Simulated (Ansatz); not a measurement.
InP: holes, doping and thermopower

Plane-wave DFT in Ansatz, PBEsol, scalar-relativistic PAW potentials, cutoff 420 eV, no spin-orbit coupling; no spin polarisation. InP in space group F-43m. Boltzmann transport at 300 K in rigid bands with one relaxation time, bands interpolated from the k mesh 10×10×10; values are means over x, y, z.

```csv
holes (cm⁻³),size of S (μV/K),σ/τ (Ω⁻¹ m⁻¹ s⁻¹)
10^18,540.5,6.02e+16
10^19,?,6.01e+17
10^20,159.8,5.93e+18
10^21,43.8,5.4e+19
```

**Question.** Take the lowest doping as non-degenerate: get the effective density of states and the masses, and predict the missing S.

**Answer.** For parabolic bands and one τ, |S| = (k_B/e)(5/2 − η) with k_B/e = 86.17 μV/K and n = N e^η. The first row gives η = -3.77, N = 4.35×10¹⁹ cm⁻³ and, from N = 2.509×10¹⁹ cm⁻³ × m_d^(3/2), a density-of-states mass of 1.44 mₑ (all valleys and bands together). σ/τ = ne²/m_c gives a conductivity mass of 0.47 mₑ; m_d is 3.1 times m_c, the sign of several valleys, several bands or anisotropy. A decade of doping costs (k_B/e) ln 10 = 198.4 μV/K, which predicts 342 μV/K; the run gave 343.6. There η is about -1.5, where Fermi statistics begin to count, but their first corrections to η and to the mean carrier energy nearly cancel, so the rule still holds. At 10^21 cm⁻³ the rule would give -55 μV/K against 43.8: the gas is degenerate there. Scattering that depends on energy changes the 5/2, and whether such doping can be reached wasn't computed.

Cost: about 0.99 core-minutes for the runs cited, on AMD EPYC 9R45 (Zen 5) (shared hosts).

The thermopower falls with doping because the Fermi level moves towards and then into the valence band, so the carriers' mean energy relative to it shrinks. σ/τ rises almost in proportion to the hole density, lagging slightly at the top, as expected when non-parabolic bands fill. In InP the valence maximum lies at Γ and is mainly phosphorus p in character, so the gap between the two masses points to several warped bands rather than several valleys: heavy holes dominate the density of states, while light ones contribute disproportionately to conduction.

The density-of-states mass of 1.44 mₑ is well above the accepted value for holes in InP. The likely main cause is the missing spin-orbit coupling, which would push the split-off band below the edge; interpolation error near the band top may add to it. The thermopower at light doping is therefore probably too large. Among the listed dopings, S²σ/τ peaks at 10^20 cm⁻³, but without a lattice thermal conductivity this doesn't identify the best doping for thermoelectric efficiency.
